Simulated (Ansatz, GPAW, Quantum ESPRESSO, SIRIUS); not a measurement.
SrO: equilibrium volume by level of theory

Space group Fm-3m (No. 225). a = 5.133 Å, b = 5.133 Å, c = 5.133 Å, α = 90.00°, β = 90.00°, γ = 90.00°
| atom | site | symmetry | x | y | z |
| --- | --- | --- | --- | --- | --- |
| Sr | 4b | m-3m | 0.5000 | 0.0000 | 0.0000 |
| O | 4a | m-3m | 0.0000 | 0.0000 | 0.0000 |

```tsv
rung	level	program and potentials	cutoff (eV)	k mesh	smearing	task	core time	chip	equilibrium volume (Å³/atom)	notes
GGA	RPBE	Ansatz, all-electron LAPW, scalar-relativistic	-	9 × 9 × 9	fermi-dirac 0.05	relaxation of cell and atoms	16 s	Arm Neoverse V2	18.16	-
GGA + dispersion	revPBE+D4	Ansatz, all-electron LAPW, scalar-relativistic	-	9 × 9 × 9	fermi-dirac 0.05	relaxation of cell and atoms	16 s	Arm Neoverse V1	17.40	-
GGA + dispersion	RPBE+D4	Ansatz, all-electron LAPW, scalar-relativistic	-	9 × 9 × 9	fermi-dirac 0.05	relaxation of cell and atoms	22 s	Arm Neoverse V1	17.53	-
GGA	BP86	GPAW, PAW data sets generated for this functional	800	7 × 7 × 7	fermi-dirac 0.05	equation of state	48 s	AMD EPYC 9R14 Zen 4	17.58	-
GGA	PBE	GPAW, GPAW PAW data sets (gpaw-data 1.2.1)	800	7 × 7 × 7	fermi-dirac 0.05	equation of state	62 s	Arm Neoverse V2	17.63	-
GGA + dispersion	PBE+D4	GPAW, GPAW PAW data sets (gpaw-data 1.2.1)	800	7 × 7 × 7	fermi-dirac 0.05	equation of state	65 s	Arm Neoverse V2	17.29	-
GGA	PBE	GPAW, GPAW PAW data sets (gpaw-data 1.2.1)	800	9 × 9 × 9	fermi-dirac 0.05	equation of state	2.1 min	Arm Neoverse V1	17.63	-
GGA + dispersion	PBE+D3(BJ)	Quantum ESPRESSO, PseudoDojo 0.4.1 SR PBE standard	1143	9 × 9 × 9	fermi-dirac 0.05	equation of state	3.6 min	Intel Xeon Platinum 8259CL Skylake/Cascade Lake	17.08	-
GGA	PBE	SIRIUS, all-electron FP-LAPW, apw+lo standard	-	9 × 9 × 9	fermi-dirac 0.05	equation of state	14 min	Arm Neoverse V1	17.51	-
```

Times are single runs on shared hosts and different chips, so they are rough; meshes, cutoffs and the tasks' sizes weigh on the time. All rows: no spin polarisation. Smearing widths are in eV. Meshes differ between rows, which moves values too. Meshes are those of the run's cell of 2 atoms unless a note names another. Relaxations start from the cell shown or near it and stop with a little pressure left. The cell shown, of 16.90 Å³ an atom, is the runs' start and not the measured value. Misses use the values as printed. Runs on faulty files, with rough fits or with known faults for this quantity aren't shown. No row holds spin-orbit coupling.

Measured: 17.18 Å³/atom at 298.15 K (a printed reference work).

Q: Which of the timed runs is the cheapest that comes within 1.5 % of the measured equilibrium volume?

A: revPBE+D4 (Ansatz, all-electron LAPW, scalar-relativistic): 17.40 Å³/atom in 16 s. One crystal doesn't make the level reliable, since errors can cancel. The runs are for a static lattice, while measurements hold temperature and zero-point motion.
